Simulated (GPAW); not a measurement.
The system is ZrS2.

```
CELL_PARAMETERS angstrom
3.69138 0.00000 0.00000
-1.84569 3.19683 0.00000
0.00000 0.00000 6.04108
ATOMIC_POSITIONS crystal
Zr 0.00000 0.00000 0.00000
S 0.33333 0.66667 0.23791
S 0.66667 0.33333 0.76209
```

The cell is a database's computed one.

```yaml
Program: GPAW 26.7.0
Task: relaxation of cell and atoms
Functional: OLYP
Potentials_or_basis: PAW data sets generated in the run's folder for this functional
Cutoff: 600 eV
Basis: pw
k_mesh: 6 × 6 × 3
Occupations: fermi-dirac, width 0.05 eV
Spin: no spin polarisation
```

At the start: pressure 1.2 GPa; volume 23.76 Å³/atom.

Problem. How do energy, volume and symmetry change on relaxing?

Solution. Over 10 steps the energy falls by 57.0 meV/atom and the volume is 32.05 Å³/atom (+34.9 %); space group P-3m1 (No. 164, to 0.05 Å).

Step by step:
```tsv
step	energy change (eV)	largest force (eV/Å)	pressure (GPa)	volume (Å³)
1	0.0000	0.2416	1.25	71.29
2	-0.0037	0.2348	1.20	71.48
3	-0.0889	0.0615	-0.21	79.45
4	-0.0954	0.1082	-0.35	81.05
5	-0.1065	0.1505	-0.47	83.38
6	-0.1262	0.1707	-0.52	86.89
7	-0.1537	0.1207	-0.40	91.34
8	-0.1691	0.0076	-0.22	94.71
9	-0.1707	0.0182	-0.10	95.85
10	-0.1709	0.0087	-0.03	96.16
```

Final structure:
```yaml
crystal:
  lattice:
    - [3.70928, 0.00000, 0.00000]
    - [-1.85464, 3.21233, 0.00000]
    - [0.00000, 0.00000, 8.07025]
  atoms:
    - { symbol: Zr, position: [0.00000, 0.00000, 0.00000] }
    - { symbol: S, position: [0.33333, 0.66667, 0.17706] }
    - { symbol: S, position: [0.66667, 0.33333, 0.82294] }
```

Caveat: later steps reuse the first step's grids; the volume moved by over 15 % at a fixed basis, so the end points are rough; this functional lacks dispersion, which binds the layers, so the pressure and a relaxed spacing across them are unreliable, and here the layers came unbound.
